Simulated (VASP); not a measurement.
Write the native input for VASP 6.6.1 that does the following.

- Task: relaxation of cell and atoms
- Functional: PBEsol
- Potentials or basis: VASP PAW PBE potentials, release 64 (S, Be)
- Cutoff: 600 eV
- k mesh: 9 × 9 × 9
- Occupations: fermi-dirac, width 0.05 eV
- Spin: no spin polarisation
- Further INCAR settings: ALGO = Normal; EDIFF = 1e-06; IBRION = 2; EDIFFG = -0.02; NSW = 40; ISIF = 3

The structure of BeS lies in POSCAR:

```
BeS
1.0
    0.0000000000      2.4250000000      2.4250000000
    2.4250000000      0.0000000000      2.4250000000
    2.4250000000      2.4250000000      0.0000000000
S Be
1 1
Direct
    0.7500000000      0.7500000000      0.7500000000
    0.0000000000      0.0000000000      0.0000000000
```

The input as run:

INCAR

```
  ALGO = Normal
  EDIFF = 1E-6
  EDIFFG = -0.02
  ENCUT = 600
  GGA = PS
  IBRION = 2
  ISIF = 3
  ISMEAR = -1
  LASPH = T
  LCHARG = F
  LREAL = F
  LWAVE = F
  NELM = 100
  NSW = 40
  PREC = Accurate
  SIGMA = 0.05
```

KPOINTS

```
k-points
0
Gamma
  9 9 9
```

Potentials or basis: VASP PAW PBE potentials, release 64 (S, Be).

Command:

```bash
$ cat potpaw_PBE.64/S/POTCAR potpaw_PBE.64/Be/POTCAR > POTCAR
$ mpirun -np 1 vasp_std > vasp.out
```

It gave:

The relaxed volume is 14.16 Å³/atom, the relaxed cell is a = 3.422 Å, b = 3.422 Å, c = 3.422 Å, α = 60.00°, β = 60.00°, γ = 60.00° and the space group after relaxing (to 0.05 Å) is F-43m (No. 216). The energy gained by relaxing is 0.1 meV/atom, the ionic steps are 2 and the pressure after relaxing is 0.1 GPa. The band gap on the k mesh is 3.01 eV, indirect (least direct gap 5.61 eV).

Caveat: the PAW data sets were made with another functional, which shifts forces and pressure a little; an odd mesh through Γ misses points on the zone boundary, where band edges often lie.

Wall time 8.3 s on 1 thread of Intel(R) Xeon(R) Platinum 8488C (Sapphire Rapids), with other jobs on the host, peak memory 0.14 GiB.
